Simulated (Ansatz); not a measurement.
GaN:

```
CELL_PARAMETERS angstrom
0.00000 2.13524 2.13524
2.13524 0.00000 2.13524
2.13524 2.13524 0.00000
ATOMIC_POSITIONS crystal
Ga 0.00000 0.00000 0.00000
N 0.50000 0.50000 0.50000
```

Measurements of this composition are mostly on another form, of space group No. 186.

- Program: Ansatz 0.2.0
- Task: relaxation of cell and atoms
- Functional: revPBE
- Dispersion: D4
- Potentials or basis: Ansatz PAW
- Cutoff: 420 eV (not typed: the program's choice for these potentials)
- k mesh: 11 × 11 × 11
- Occupations: fermi-dirac, width 0.05 eV
- Spin: no spin polarisation

At the start: volume 9.74 Å³/atom.

**Question.** How do energy, volume and symmetry change on relaxing?

**Answer.** It ends after 7 steps and the volume is 9.23 Å³/atom (-5.2 %); space group Fm-3m (No. 225, to 0.05 Å).

The path:
| step | energy change (eV) | largest force (eV/Å) | volume (Å³) |
| --- | --- | --- | --- |
| 1 | 0.0000 | 0.0000 | 19.47 |
| 2 | -0.0334 | 0.0000 | 18.83 |
| 3 | -0.0395 | 0.0000 | 18.45 |
| 4 | -0.0394 | 0.0000 | 18.48 |
| 5 | -0.0364 | 0.0000 | 18.48 |
| 6 | -0.0365 | 0.0000 | 18.46 |
| 7 | -0.0365 | 0.0000 | 18.46 |

Final structure:
```xyz
2
Lattice="0.0000 2.0978 2.0978 2.0978 0.0000 2.0978 2.0978 2.0978 0.0000" Properties=species:S:1:pos:R:3 pbc="T T T"
Ga    0.0000    0.0000    0.0000
N     2.0978    2.0978    2.0978
```

Caveat: the plane-wave basis is chosen anew once the cell has moved, so the energies of steps on either side of that aren't comparable; the pressure holds a Pulay correction of +0.6 GPa for the finite cutoff; the PAW data sets come from PBE, with cores solved anew for the run's functional, which leaves a small shift of forces and pressure.
